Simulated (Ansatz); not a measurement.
## Ru and its substituted relatives

Method: DFT PBEsol, scalar-relativistic, plane waves, PAW in Ansatz 0.2.0. Settings: 420 eV cutoff, 18×18×10 k-mesh, Gaussian smearing of 0.10 eV, no spin polarisation.

Starting point, cell and atoms relaxed:

```cif
data_structure
_symmetry_space_group_name_H-M 'P6_3/mmc'
_symmetry_Int_Tables_number 194
_cell_length_a 2.6895
_cell_length_b 2.6895
_cell_length_c 4.2519
_cell_angle_alpha 90.000
_cell_angle_beta 90.000
_cell_angle_gamma 120.000
_cell_volume 26.64
loop_
_atom_site_label
_atom_site_type_symbol
_atom_site_symmetry_multiplicity
_atom_site_Wyckoff_symbol
_atom_site_fract_x
_atom_site_fract_y
_atom_site_fract_z
_atom_site_occupancy
Ru1 Ru 2 c 0.33333 0.66667 0.25000 1
```

Each substitution replaces an element on all its sites; cell and atoms are then relaxed within the symmetry of the start. The crystals needn't be the stable forms of their compositions. Mesh and smearing follow each crystal's size and gap, and all runs are without spin polarisation.

Energies of formation count from the elements' standard states in the same functional (gases as molecules, bromine and mercury as crystals, carbon as graphite, phosphorus as black phosphorus), at zero temperature and without zero-point motion.

Spin-orbit coupling is left out, which matters for the bands and energies of heavy elements.

Question: Rank these by volume per atom, smallest first.
A. Fe (Ru→Fe)
B. Os (Ru→Os)
C. Mo (Ru→Mo)
D. Ti (Ru→Ti)
E. Ru (the start)
F. Zr (Ru→Zr)
G. Hf (Ru→Hf)

Answer: A (9.81 Å³), E (13.32 Å³), B (13.89 Å³), C (15.62 Å³), D (16.72 Å³), G (21.61 Å³), F (22.47 Å³).

Question: Rank them by formation energy in this structure, most negative first. Some lie within 10 meV/atom of each other, which is a tie at this accuracy.
A. Fe (Ru→Fe)
B. Ru (the start)
C. Os (Ru→Os)
D. Mo (Ru→Mo)
E. Ti (Ru→Ti)
F. Zr (Ru→Zr)
G. Hf (Ru→Hf)

Answer: A (-0.027 eV/atom), G (-0.001 eV/atom), E (0.000 eV/atom), F (0.000 eV/atom), B (0.003 eV/atom), C (0.003 eV/atom), D (0.452 eV/atom).